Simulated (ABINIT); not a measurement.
Crystal: ZrC.

```
Zr C
1.0
     0.00000    2.36500    2.36500
     2.36500    0.00000    2.36500
     2.36500    2.36500    0.00000
Zr C
1 1
Direct
  0.50000 0.50000 0.50000
  0.00000 0.00000 0.00000
```

Base run:

| Item | Value |
| --- | --- |
| Program | ABINIT 10.8.3 (patched build) |
| Functional | revPBE |
| Potentials or basis | JTH PAW PBE v2.0 |
| Cutoff | 544 eV |
| k mesh | 10 × 10 × 10 |
| Occupations | fermi-dirac, width 0.05 eV |
| Spin | spin-orbit coupling, no magnetisation |

Its results: band gap on the k mesh none (metal or under the smearing width); pressure -0.9 GPa.

Question: After a change of settings the same cell gave: band gap on the k mesh none (metal or under the smearing width); pressure -8.7 GPa. Which change was it?
A. functional from revPBE to PBEsol
B. functional from revPBE to PW91; spin from spin-orbit coupling, no magnetisation to no spin polarisation
C. functional from revPBE to BLYP
D. functional from revPBE to HCTH407

Answer: A.

PBEsol binds more tightly than revPBE, so the same cell stands under less pressure.

Caveats: the PAW data sets were made with another functional, which shifts forces and pressure a little.
